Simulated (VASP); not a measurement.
# BAs (F-43m) in VASP: further runs

Runs on BAs. Level: PBE. Tasks: relaxation of cell and atoms.

Everything below comes from runs of VASP 6.6.1. Logs are shortened: lines on timing, memory, paths and dates and some standing lists are left out, and cuts for length are marked.

### Step 1. The structure

It takes space group F-43m (No. 216, cubic). Conventional cell: a = 4.777 Å, b = 4.777 Å, c = 4.777 Å, α = 90.00°, β = 90.00°, γ = 90.00°. Around B (site symmetry -43m) lie 4 As at 2.07 Å. Around As (site symmetry -43m) lie 4 B at 2.07 Å.

### Step 2. Relaxation of cell and atoms, PBE

INCAR

```
SYSTEM = BAs
  PREC = Accurate
  ENCUT = 520
  EDIFF = 1E-7
  ISMEAR = 0
  SIGMA = 0.02
  LREAL = .False.
  LASPH = .True.
  NELM = 60
  ALGO = Fast
  ISIF = 3
  LWAVE = .False.
  LCHARG = .False.
  GGA = PE
  IBRION = 2
  NSW = 80
  EDIFFG = -0.002
  KPAR = 4
```

KPOINTS

```
Automatic mesh
0
Gamma
  12 12 12
  0 0 0
```

POSCAR

```
BAs
1.0
    0.0000000000      2.3885000000      2.3885000000
    2.3885000000      0.0000000000      2.3885000000
    2.3885000000      2.3885000000      0.0000000000
B As
1 1
Direct
    0.0000000000      0.0000000000      0.0000000000
    0.2500000000      0.2500000000      0.2500000000
```

Potentials or basis: VASP PAW PBE potentials, release 64 (B, As).

Started as:

```console
cat potpaw_PBE.64/B/POTCAR potpaw_PBE.64/As/POTCAR > POTCAR
mpirun -np 4 vasp_std > vasp.out
```

OUTCAR:

```text
SYSTEM = BAs
   PREC = Accurate
   ENCUT = 520
   EDIFF = 1E-7
   ISMEAR = 0
   LREAL = .False.
   LASPH = .True.
   NELM = 60
   ISIF = 3
   GGA = PE
   IBRION = 2
   NSW = 80
   EDIFFG = -0.002

 ion  position               nearest neighbor table
   1  0.000  0.000  0.000-   2 2.07   2 2.07   2 2.07   2 2.07
   2  0.250  0.250  0.250-   1 2.07   1 2.07   1 2.07   1 2.07

  LATTYP: Found a face centered cubic cell.
 ALAT       =     4.7770000000

  Lattice vectors:

 A1 = (   0.0000000000,   2.3885000000,   2.3885000000)
 A2 = (   2.3885000000,   0.0000000000,   2.3885000000)
 A3 = (   2.3885000000,   2.3885000000,   0.0000000000)

Analysis of symmetry for initial positions (statically):
=====================================================================
 Subroutine PRICEL returns:
 Original cell was already a primitive cell.

 Routine SETGRP: Setting up the symmetry group for a
 face centered cubic supercell.

 Subroutine GETGRP returns: Found 24 space group operations
 (whereof 24 operations were pure point group operations)
 out of a pool of 48 trial point group operations.

The static configuration has the point symmetry T_d .

Analysis of symmetry for dynamics (positions and initial velocities):
=====================================================================
 Subroutine PRICEL returns:
 Original cell was already a primitive cell.

 Routine SETGRP: Setting up the symmetry group for a
 face centered cubic supercell.

 Subroutine GETGRP returns: Found 24 space group operations
 (whereof 24 operations were pure point group operations)
 out of a pool of 48 trial point group operations.

The dynamic configuration has the point symmetry T_d .

 Subroutine INISYM returns: Found 24 space group operations
 (whereof 24 operations are pure point group operations),
 and found     1 'primitive' translations

----------------------------------------------------------------------------------------

                                     Primitive cell

  volume of cell :      27.2525

  direct lattice vectors                    reciprocal lattice vectors
     0.000000000  2.388500000  2.388500000    -0.209336404  0.209336404  0.209336404
     2.388500000  0.000000000  2.388500000     0.209336404 -0.209336404  0.209336404
     2.388500000  2.388500000  0.000000000     0.209336404  0.209336404 -0.209336404

  length of vectors
     3.377849094  3.377849094  3.377849094     0.362581287  0.362581287  0.362581287

  position of ions in fractional coordinates (direct lattice)
     0.000000000  0.000000000  0.000000000
     0.250000000  0.250000000  0.250000000

  ion indices of the primitive-cell ions
   primitive index   ion index
                 1           1
                 2           2

----------------------------------------------------------------------------------------

 KPOINTS: Automatic mesh

Automatic generation of k-mesh.
 Grid dimensions read from file:
 generate k-points for:   12   12   12

 Generating k-lattice:

  Cartesian coordinates                     Fractional coordinates (reciprocal lattice)
    -0.017444700  0.017444700  0.017444700     0.083333333  0.000000000  0.000000000
     0.017444700 -0.017444700  0.017444700     0.000000000  0.083333333  0.000000000
     0.017444700  0.017444700 -0.017444700     0.000000000  0.000000000  0.083333333

  Length of vectors
     0.030215107  0.030215107  0.030215107

  Shift w.r.t. Gamma in fractional coordinates (k-lattice)
     0.000000000  0.000000000  0.000000000

 Subroutine IBZKPT returns following result:
 ===========================================

 Found     72 irreducible k-points:

 Following reciprocal coordinates:
            Coordinates               Weight
  0.000000  0.000000  0.000000      1.000000
  0.083333  0.000000  0.000000      8.000000
  0.166667  0.000000  0.000000      8.000000
  0.250000  0.000000  0.000000      8.000000
  0.333333  0.000000  0.000000      8.000000
  0.416667  0.000000  0.000000      8.000000
[... 16 lines left out ...]
  0.500000  0.166667  0.000000     24.000000
 -0.416667  0.166667  0.000000     24.000000
 [... further k-points ...]
   k-points           NKPTS =     72   k-points in BZ     NKDIM =     72   number of bands    NBANDS=      8
   number of dos      NEDOS =    301   number of ions     NIONS =      2
   total plane-waves  NPLWV =  21952
   dimension x,y,z NGX =    28 NGY =   28 NGZ =   28
   dimension x,y,z NGXF=    56 NGYF=   56 NGZF=   56
   ions per type =               1   1
   NGX,Y,Z   is equivalent  to a cutoff of  13.78, 13.78, 13.78 a.u.
   NGXF,Y,Z  is equivalent  to a cutoff of  27.56, 27.56, 27.56 a.u.
 SYSTEM =  BAs
   PREC   = accura    normal or accurate (medium, high low for compatibility)
   ISTART =      0    job   : 0-new  1-cont  2-samecut
   ICHARG =      2    charge: 1-file 2-atom 10-const
   ISPIN  =      1    spin polarized calculation?
   LNONCOLLINEAR =      F non collinear calculations
   LSORBIT =      F    spin-orbit coupling
   LASPH  =      T    aspherical Exc in radial PAW
   ENCUT  =  520.0 eV  38.22 Ry    6.18 a.u.   6.28  6.28  6.28*2*pi/ulx,y,z
   NELM   =     60;   NELMIN=  2; NELMDL= -5     # of ELM steps
   EDIFF  = 0.1E-06   stopping-criterion for ELM
   LREAL  =      F    real-space projection
   EDIFFG = -.2E-02   stopping-criterion for IOM
   NSW    =     80    number of steps for IOM
   IBRION =      2    ionic relax: 0-MD 1-quasi-New 2-CG
   NFREE  =      1    steps in history (QN), initial steepest desc. (CG)
   ISIF   =      3    stress and relaxation
   ISYM   =      2    0-nonsym 1-usesym 2-fastsym
   POTIM  = 0.5000    time-step for ionic-motion
   TEBEG  =    0.0;   TEEND  =   0.0 temperature during run
   PSTRESS=    0.0 pullay stress
   NELECT =       8.0000    total number of electrons
   NUPDOWN=      -1.0000    fix difference up-down
   EMIN   =  10.00;   EMAX   =-10.00  energy-range for DOS
   EFERMI =   0.00;   METHOD = LEGACY
   ISMEAR =     0;   SIGMA  =   0.02  broadening in eV -4-tet -1-fermi 0-gaus
   EFERMI_NEDOS =   21; number of points for ismear=-14 and -15
   IALGO  =     68    algorithm
   IMIX   =      4    mixing-type and parameters
     AMIX     =   0.40;   BMIX     =  1.00
     AMIX_MAG =   1.60;   BMIX_MAG =  1.00
  volume/ion in A,a.u.               =      13.63        91.95
  Fermi-wavevector in a.u.,A,eV,Ry     =   1.088018  2.056057 16.106360  1.183784
  Thomas-Fermi vector in A             =   2.224191
   LORBIT       =      0    0 simple, 1 ext, 2 COOP (PROOUT), +10 PAW based schemes
   GGA     = PE    functional components
   LHFCALC =     F    Hartree Fock is set to
   AEXX    =    0.0000 exact exchange contribution
   IVDW    =     0    specifies the selected vdW correction
   LEPSILON=     F    determine dielectric tensor
   LRPA    =     F    only Hartree local field effects (RPA)
 conjugate gradient relaxation of ions
 non-spin polarized calculation
 RMM-DIIS sequential band-by-band and
 Gauss-broadening in eV      SIGMA  =   0.02
  energy-cutoff  :      520.00
  volume of cell :       27.25
 maximum number of plane-waves:       754
 NGX is ok and might be reduce to    28
   NGX = 13   NGY = 13   NGZ = 13

--------------------------------------- Ionic step        1  -------------------------------------------

 number of electron       8.0000000 magnetization

 Free energy of the ion-electron system (eV)
  ---------------------------------------------------
  ext. energy  EPLUGINS =         0.00000000
  ---------------------------------------------------
  free energy    TOTEN  =       -11.40673006 eV

  energy without entropy =      -11.40673006  energy(sigma->0) =      -11.40673006

------------------------ aborting loop because EDIFF is reached ----------------------------------------

  FORCE on cell =-STRESS in cart. coord.  units (eV):
  Direction    XX          YY          ZZ          XY          YZ          ZX
  --------------------------------------------------------------------------------------
  -------------------------------------------------------------------------------------
  Total        0.5833603      0.5833603      0.5833603      0.0000000      0.0000000      0.0000000
  in kB       34.2958606     34.2958606     34.2958606      0.0000000      0.0000000      0.0000000
  external PRESSURE =      34.2958606 kB  Pullay stress =       0.0000000 kB
[... 57 lines left out ...]
  energy  without entropy=      -11.4104734342  energy(sigma->0) =      -11.41047343

--------------------------------------- Ionic step        3  -------------------------------------------

 number of electron       8.0000000 magnetization

 Free energy of the ion-electron system (eV)
  ---------------------------------------------------
  ext. energy  EPLUGINS =         0.00000000
  ---------------------------------------------------
  free energy    TOTEN  =       -11.41385098 eV

  energy without entropy =      -11.41385098  energy(sigma->0) =      -11.41385098

 E-fermi :   5.9586     XC(G=0): -10.4777

 val. band max:        5.8564902579   @ k =   0.0000   0.0000   0.0000
 cond. band min:       7.0655943157   @ k =   0.4167   0.4167   0.0000
 fundamental gap:      1.2091040578
 Fermi energy:         5.9585688086

 k-point     1 :       0.0000    0.0000    0.0000
  band No.  band energies     occupation
      1      -9.3219      2.00000
      2       5.8565      2.00000
      3       5.8565      2.00000
      4       5.8565      2.00000
      5       9.1025      0.00000
      6       9.1025      0.00000
      7       9.1025      0.00000
      8      10.2315      0.00000
[... 243 lines left out ...]
 k-point    24 :      -0.4167    0.1667    0.0000
  band No.  band energies     occupation
      1      -6.2490      2.00000
      2      -2.3796      2.00000
      3       1.9809      2.00000
      4       3.5716      2.00000
      5       9.0408      0.00000
      6      11.2941      0.00000
      7      11.8331      0.00000
      8      14.9376      0.00000

 [... further k-points ...]

------------------------ aborting loop because EDIFF is reached ----------------------------------------

  FORCE on cell =-STRESS in cart. coord.  units (eV):
  Direction    XX          YY          ZZ          XY          YZ          ZX
  --------------------------------------------------------------------------------------
  -------------------------------------------------------------------------------------
  Total        0.0014049      0.0014049      0.0014049      0.0000000     -0.0000000     -0.0000000
  in kB        0.0805830      0.0805830      0.0805830      0.0000000     -0.0000000     -0.0000000
  external PRESSURE =       0.0805830 kB  Pullay stress =       0.0000000 kB
[... 17 lines left out ...]
  FREE ENERGIE OF THE ION-ELECTRON SYSTEM (eV)
  ---------------------------------------------------
  free  energy   TOTEN  =       -11.4138509841 eV

  energy  without entropy=      -11.4138509841  energy(sigma->0) =      -11.41385098

 reached required accuracy - stopping structural energy minimisation
```

Run time: 18 s. Hardware: 4 MPI ranks of AMD EPYC 7R13 (Zen 3), shared host; peak memory 0.14 GiB.

What came out:

* Free energy: -11.4139 eV
* Relaxed volume: 13.97 Å³/atom
* Relaxed cell: a = 3.406 Å, b = 3.406 Å, c = 3.406 Å, α = 60.00°, β = 60.00°, γ = 60.00°
* Space group after relaxing (to 0.05 Å): F-43m (No. 216)
* Energy gained by relaxing: 3.6 meV/atom
* Ionic steps: 3
* Pressure after relaxing: 0.0 GPa
* Band gap on the k mesh: 1.21 eV, indirect (least direct gap 3.25 eV)

The path:
| step | energy change (eV) | largest force (eV/Å) | pressure (GPa) | volume (Å³) |
| --- | --- | --- | --- | --- |
| 1 | 0.0000 | 0.0000 | 3.43 | 27.25 |
| 2 | -0.0037 | 0.0000 | -2.19 | 28.42 |
| 3 | -0.0071 | 0.0000 | 0.01 | 27.93 |

Final structure:
```
B As
1.0
     0.00000    2.40823    2.40823
     2.40823    0.00000    2.40823
     2.40823    2.40823    0.00000
B As
1 1
Direct
  0.00000 0.00000 0.00000
  0.25000 0.25000 0.25000
```

Levels at points of the mesh, in eV from the valence-band top:
```csv
k point,band 1,band 2,band 3,band 4,band 5,band 6,band 7,band 8
"(0.00, 0.00, 0.00)",-15.18,0.00,0.00,0.00,3.25,3.25,3.25,4.38
"(0.50, 0.00, 0.00)",-12.40,-8.61,-1.78,-1.78,2.55,4.75,4.75,8.82
"(0.50, 0.50, 0.00)",-11.12,-8.39,-3.98,-3.98,1.46,1.46,11.13,11.13
```

A k mesh can miss the band edges. A hybrid or GW would open this gap; PBE tends to underestimate it.

### Step 3. Relaxation of cell and atoms, PBE

This run uses another cell than the first one, of 13.97 Å³/atom, 1.025 times its volume.

INCAR is that of step 2.

KPOINTS is that of step 2.

POSCAR

```
BAs                                     
1.0
    0.0000000000      2.4082305152      2.4082305152
    2.4082305152      0.0000000000      2.4082305152
    2.4082305152      2.4082305152      0.0000000000
  B               As            
     1     1
Direct
     0.0000000000000000    0.0000000000000000    0.0000000000000000
     0.2500000000000000    0.2500000000000000    0.2500000000000000
```

Potentials or basis: VASP PAW PBE potentials, release 64 (B, As).

Started as:

```console
cat potpaw_PBE.64/B/POTCAR potpaw_PBE.64/As/POTCAR > POTCAR
mpirun -np 4 vasp_std > vasp.out
```

Run time: 9.1 s. Hardware: 4 MPI ranks of AMD EPYC 7R13 (Zen 3), shared host; peak memory 0.13 GiB.

It converged, with:

* Free energy: -11.4140 eV
* Pressure after relaxing: 0.0 GPa
* Band gap on the k mesh: 1.21 eV, indirect (least direct gap 3.25 eV)

Final structure:
```
B As
1.0
     0.00000    2.40823    2.40823
     2.40823    0.00000    2.40823
     2.40823    2.40823    0.00000
B As
1 1
Cartesian
  0.0000 0.0000 0.0000
  1.2041 1.2041 1.2041
```

Levels at points of the mesh, in eV from the valence-band top:
```csv
k point,band 1,band 2,band 3,band 4,band 5,band 6,band 7,band 8
"(0.00, 0.00, 0.00)",-15.18,0.00,0.00,0.00,3.25,3.25,3.25,4.38
"(0.50, 0.00, 0.00)",-12.40,-8.61,-1.78,-1.78,2.55,4.75,4.75,8.82
"(0.50, 0.50, 0.00)",-11.12,-8.39,-3.98,-3.98,1.46,1.46,11.13,11.13
```

Caveat: the relaxation stopped at its first step, so nothing moved. As with any semilocal functional, this PBE gap is likely too small.
